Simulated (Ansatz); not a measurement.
**Zone-centre phonons of MoP at 4 GPa: input and output**

All numbers below come from DFT PBE, scalar-relativistic, plane waves, PAW in Ansatz 0.2.0.

Launched with:
```bash
ansatz run input.yaml --threads 1 --pin off --max-ram 3072MiB --backend cpu --events-out ev --progress --plain --runs-dir out
```

Input (bare energies are in eV):
```yaml
crystal:
  lattice:
    - [3.2207401788, 0.0, 0.0]
    - [-1.6103700894, 2.7892428138, 0.0]
    - [0.0, 0.0, 3.1820523668]
  atoms:
    - { symbol: Mo, position: [0.0, 0.0, 0.0] }
    - { symbol: P, position: [0.3333333333, 0.6666666667, 0.5] }
basis:
  ecutwfc: 420
kpoints:
  mp_grid: { grid: [18, 18, 14] }
hamiltonian:
  xc: pbe
scf:
  occupations: { method: fermi_dirac, width: 0.15 }
output:
  eigenvalues: true
phonons:
  method: dfpt
  eigenvectors: true
```

Results section of the output:
```
--- Phonons (Γ-DFPT): 4 representative perturbations + reference, on 728 of 4536 k-points (Σ response iterations 12) ---
  k mesh reduced under 4 symmetry operations, with k and −k counted as one. Each operation leaves every solved displacement unchanged or reverses it
  ASR residual: 1.185e-3 → 0.000e0 eV/Å²; symmetrization residual: 4.796e-6 eV/Å²
  ASR residual per site (eV/Å²): 1.19e-3 8.88e-6
  Γ frequencies (cm⁻¹): 0.00 0.00 0.00 401.79 407.20 407.20
  non-analytic LO–TO correction: not included (Born effective charges unavailable; polar crystals: no LO–TO splitting at Γ)
```

It took 2.1 min on 1 thread of Arm Neoverse V1, on a shared host, peak memory 1.1 GiB.

In a metal, frequencies and elastic constants depend on the k mesh and the smearing, soft modes and shear constants most.